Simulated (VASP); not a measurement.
Here is a VASP 6.6.1 calculation.

The input INCAR:

```
ALGO = Normal
EDIFF = 1E-6
ENCUT = 520
GGA = PS
ISIF = 2
ISMEAR = 0
LASPH = True
LCHARG = False
LREAL = False
LWAVE = False
NBANDS = 16
NELM = 80
PREC = Accurate
SIGMA = 0.05
```

KPOINTS

```
k-points
0
Gamma
  14 14 14
```

The input POSCAR:

```
InAs
1.0
    0.0000000000      2.7073731561      2.7073731561
    2.7073731561      0.0000000000      2.7073731561
    2.7073731561      2.7073731561      0.0000000000
In As
1 1
Direct
    0.5000000000      0.5000000000      0.5000000000
    0.0000000000      0.0000000000      0.0000000000
```

Potentials or basis: VASP PAW PBE potentials, release 64 (In_d, As).

Command:

```bash
$ cat potpaw_PBE.64/In_d/POTCAR potpaw_PBE.64/As/POTCAR > POTCAR
$ mpirun -np 1 vasp_std > vasp.out
```

(1) What does it give for the pressure?

(2) What does it give for the band gap on the k mesh?

## Answers

(1) 12.9 GPa.

(2) none (metal or under the smearing width).

Caveat: the PAW data sets were made with another functional, which shifts forces and pressure a little.
